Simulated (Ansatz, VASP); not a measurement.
# AlCu3: VASP beside Ansatz

```
Al Cu
1.0
     0.00000    2.88801    2.88801
     2.88801    0.00000    2.88801
     2.88801    2.88801    0.00000
Al Cu
1 3
Direct
  0.00000 0.00000 0.00000
  0.50000 0.50000 0.50000
  0.25000 0.25000 0.25000
  0.75000 0.75000 0.75000
```

The cell comes from a database or a generator and needn't be the stable form of this composition.

Alike in both runs: task single point; functional PBEsol; k mesh 7 × 7 × 7; occupations fermi-dirac, width 0.1 eV; collinear spin.

|  | VASP | Ansatz |
| --- | --- | --- |
| version | VASP 6.6.1 | Ansatz 0.2.0 |
| potentials or method | VASP PAW PBE potentials, release 64 (Al, Cu) | plane waves, PAW |
| plane-wave cutoff (eV) | 520 | 450 |
| valence electrons in the cell | 36 | 60 |

|  | VASP | Ansatz | Ansatz less VASP |
| --- | --- | --- | --- |
| net moment per atom (μB) | 0.00 | 0.00 | 0.000 |

The two sets of potentials don't hold the same shells in valence. Ansatz warned: «no_starting_moments».
